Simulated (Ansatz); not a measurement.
ZnSnP2, ordered on the zincblende lattice (I-42d) with 8 atoms a cell: a relaxation of cell and atoms in Ansatz 0.2.0 (r2SCAN). The starting cell comes from a relaxation with PBE.

```yaml
crystal:
  lattice:
    - [-2.8511659482, 2.8511659482, 5.7173610534]
    - [2.8511659482, -2.8511659482, 5.7173610534]
    - [2.8511659482, 2.8511659482, -5.7173610534]
  atoms:
    - { symbol: Zn, position: [0.0, 0.0, 0.0] }
    - { symbol: P, position: [0.375, 0.3527996234, 0.4777996234] }
    - { symbol: Zn, position: [0.75, 0.25, 0.5] }
    - { symbol: P, position: [0.1027996234, 0.625, -0.0222003766] }
    - { symbol: Sn, position: [0.5, 0.5, 0.0] }
    - { symbol: P, position: [0.875, 0.8972003766, 0.5222003766] }
    - { symbol: Sn, position: [0.25, 0.75, 0.5] }
    - { symbol: P, position: [0.6472003766, 0.125, 0.0222003766] }
kpoints:
  mp_grid: { grid: [6, 6, 6] }
hamiltonian:
  xc: r2scan
scf:
  occupations: { method: fermi_dirac, width: 0.02 }
relax:
  f_tol: 0.005
  cell: {}
```

In the abridged output below, numbers in square brackets stand for lines, or ends of lines, that were taken out.
```
Functional definition: r2SCAN
Crystal: 8 atoms, lattice volume = 185.909 Å³
Basis set: ecut = 500 eV, 4757 PW (Γ)
Bands: 44, of which v1, the nominal top of the filled ones, is band 36 counted from 1 (35 counted from 0)
Symmetry: 8 space group operations
Space group: I-42d (ITA 122)
k-points: 30 of 216 (time reversal used)
relax step 1: F+E_penalty+E_count = -21767.44500113 eV  max|allowed force component| = 8.936e-2 eV/Å  Δτ_max = 0.0000 Å  P = -1.995 GPa  Ω = 185.909 Å³
--- Relaxed structure (4 steps of the walk, 4 accepted, 1 SCFs on fresh bases) ---
[1]
```

Problem. Fill in the blanks. They hold the relaxed structure.

Solution.
```
[1]
  F+E_penalty+E_count = -21767.47809133 eV   max|allowed force component| = 7.006e-5 eV/Å
  cell:  # Å, volume = 180.8220 Å³
    - [-2.825206, 2.825206, 5.663579]
    - [2.825206, -2.825206, 5.663579]
    - [2.825206, 2.825206, -5.663579]
  atoms:
    - { symbol: Zn, position: [0.000000, 0.000000, 0.000000] }
    - { symbol: P, position: [0.375000, 0.353262, 0.478262] }
    - { symbol: Zn, position: [0.750000, 0.250000, 0.500000] }
    - { symbol: P, position: [0.103262, 0.625000, -0.021738] }
    - { symbol: Sn, position: [0.500000, 0.500000, 0.000000] }
    - { symbol: P, position: [0.875000, 0.896738, 0.521738] }
    - { symbol: Sn, position: [0.250000, 0.750000, 0.500000] }
    - { symbol: P, position: [0.646738, 0.125000, 0.021738] }
```
Only the leading digits can be foreseen; the rest is this run's record.

In 4 steps the volume changed by -2.7 %; between the first SCF and the last, each on a basis chosen for its cell, the energy fell by 4.1 meV an atom. Final cell: the symmetry is I-42d (No. 122, tetragonal); conventional cell a = 5.650 Å, c = 11.327 Å, 22.60 Å³ an atom. Around Zn lie 4 P at 2.38 Å; around P lie 2 Zn at 2.38 Å and 2 Sn at 2.52 Å; around Sn lie 4 P at 2.52 Å.

Spin-unpolarised throughout. Whether this structure exists isn't addressed.
